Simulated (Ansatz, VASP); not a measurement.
GaP: VASP beside Ansatz

```xyz
2
Lattice="0.0000 2.8429 2.6949 2.6949 0.0000 2.6949 2.6949 2.8429 0.0000" Properties=species:S:1:pos:R:3 pbc="T T T"
Ga    0.0000    0.0000    0.0000
P     4.0424    4.2643    4.0424
```

Alike in both runs: task single point; functional PBEsol; k mesh 10 × 10 × 10; occupations gaussian, width 0.05 eV; no spin polarisation.

|  | VASP | Ansatz |
| --- | --- | --- |
| version | VASP 6.6.1 | Ansatz 0.2.0 |
| potentials or method | VASP PAW PBE potentials, release 64 (Ga_d, P) | scalar-relativistic, plane waves, PAW |
| plane-wave cutoff (eV) | 520 | 420 |
| valence electrons in the cell | 18 | 18 |

Ansatz gave:

| Item | Value |
| --- | --- |
| gap on the k mesh at the Fermi level (eV) | 1.26 |
| least direct gap on the mesh (eV) | 1.45 |
| pressure (GPa) | -2.2 |
| largest component of the traceless stress (GPa) | 2.89 |

Question: Which values does VASP return?

Answer: gap on the k mesh at the Fermi level (eV): 1.26; least direct gap on the mesh (eV): 1.46; pressure (GPa): -2.2; largest component of the traceless stress (GPa): 2.90.

With one functional, cell and mesh, what is left measures potentials, basis and numerics. Ansatz warned: «pseudo_functional_mismatch».

Caveats: the PAW data sets were made with another functional, which shifts forces and pressure a little (VASP). A k mesh can miss the band edges.
